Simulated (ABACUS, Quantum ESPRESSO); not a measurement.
This is a calculation of BN for Quantum ESPRESSO 7.5. The cell is a database's computed one, not the measured one.

The input pw.in:

```
&CONTROL
  calculation = 'scf'
  prefix = 'pwscf'
  outdir = './tmp'
  pseudo_dir = './pseudo'
  tprnfor = .true.
  tstress = .true.
  disk_io = 'nowf'
/
&SYSTEM
  ibrav = 0
  nat = 2
  ntyp = 2
  ecutwfc = 60
  ecutrho = 480
  nbnd = 9
  occupations = 'smearing'
  smearing = 'fd'
  degauss = 0.00367493
/
&ELECTRONS
  conv_thr = 4d-10
  electron_maxstep = 120
  mixing_beta = 0.5
/
ATOMIC_SPECIES
N     14.0070 N.pbe-n-radius_5.UPF
B     10.8100 b_pbe_v1.4.uspp.F.UPF
CELL_PARAMETERS angstrom
   0.0000000000    1.8130010000    1.8130010000
   1.8130010000    0.0000000000    1.8130010000
   1.8130010000    1.8130010000    0.0000000000
ATOMIC_POSITIONS crystal
N      0.2500000000    0.2500000000    0.2500000000
B      0.0000000000    0.0000000000    0.0000000000
K_POINTS automatic
13 13 13 0 0 0
```

Potentials or basis: SSSP 1.3 efficiency PBE.

Run with:

```console
$ OMP_NUM_THREADS=1 pw.x -in pw.in > pw.out
```

Task: Set up the same calculation for ABACUS 3.10.1. Potentials or basis there: PseudoDojo NC SR 0.4.1 PBE standard, plane waves, cutoff 1143 eV.

Result: As run (cutoffs and basis follow the program's own potentials, and thresholds, step limits or extra output files can differ):

File INPUT:

```
INPUT_PARAMETERS
suffix              BN
calculation         scf
basis_type          pw
pseudo_dir          ./
symmetry            1
dft_functional      pbe
ecutwfc             84
pseudo_rcut         10
nspin               1
nbands              8
ks_solver           dav
smearing_method     fd
smearing_sigma      0.00367493
scf_thr             1e-08
scf_nmax            100
mixing_type         broyden
mixing_beta         0.7
cal_force           1
cal_stress          1
kpar                4
```

The input STRU:

```
ATOMIC_SPECIES
N 14.0070 N.upf
B 10.8100 B.upf

LATTICE_CONSTANT
1.8897261246

LATTICE_VECTORS
0.0000000000 1.8130010000 1.8130010000
1.8130010000 0.0000000000 1.8130010000
1.8130010000 1.8130010000 0.0000000000

ATOMIC_POSITIONS
Direct

N
0.0
1
0.2500000000 0.2500000000 0.2500000000 1 1 1

B
0.0
1
0.0000000000 0.0000000000 0.0000000000 1 1 1
```

The input KPT:

```
K_POINTS
0
Gamma
13 13 13 0 0 0
```

Potentials or basis: PseudoDojo NC SR 0.4.1 PBE standard, plane waves.

Launch:

```sh
$ OMP_NUM_THREADS=1 mpirun -np 4 abacus > log
```

Both were run:

|  | Quantum ESPRESSO | ABACUS |
| --- | --- | --- |
| Pressure | -1.8 GPa | -0.8 GPa |

Pressure is positive in compression.
